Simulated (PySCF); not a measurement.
Compound: 1-butene, C₄H₈.
Structure used (PBE0-D3(BJ)/def2-TZVP), in Å, numbered top down from 1:
```
atom  x, y, z in Å
C1     1.918    0.433    0.384
C2     0.648    0.713    0.129
C3    -0.299   -0.176   -0.606
C4    -1.508   -0.562    0.238
H5     2.369   -0.496    0.048
H6     2.553    1.118    0.933
H7     0.233    1.654    0.489
H8    -0.647    0.341   -1.509
H9     0.229   -1.073   -0.942
H10   -1.200   -1.117    1.128
H11   -2.202   -1.187   -0.329
H12   -2.054    0.324    0.573
```

Computed with PySCF at wB97X-D/pcSseg-2, non-relativistic, on one gas-phase PBE0-D3(BJ)/def2-TZVP geometry that isn't relaxed in the solvent. The solvent is an IEF-PCM continuum (Bondi radii, 1.10 Å for H, scaled by 1.2). The model holds no explicit solvent molecules, cavitation or dispersion.

Gas phase at wB97X-D/pcSseg-2: HOMO -9.25 eV, LUMO 2.09 eV, dipole 0.43 D.

**Question.** What does the continuum do to the energy, the frontier levels and the dipole at wB97X-D/pcSseg-2 in chloroform?

**Answer.** 
| solvent | ε | E(solvent) − E(gas) (kcal/mol) | polarisation term (kcal/mol) | distortion of the solute (kcal/mol) | HOMO (eV) | LUMO (eV) | dipole (D) |
| --- | --- | --- | --- | --- | --- | --- | --- |
| chloroform | 4.711 | -1.10 | -1.17 | 0.07 | -9.25 | 2.11 | 0.55 |

The first energy column is the sum of the next two and covers electrostatics alone.

The pairwise dispersion term of wB97X-D wasn't added to the energies; at a given geometry it leaves orbitals and properties as they are.
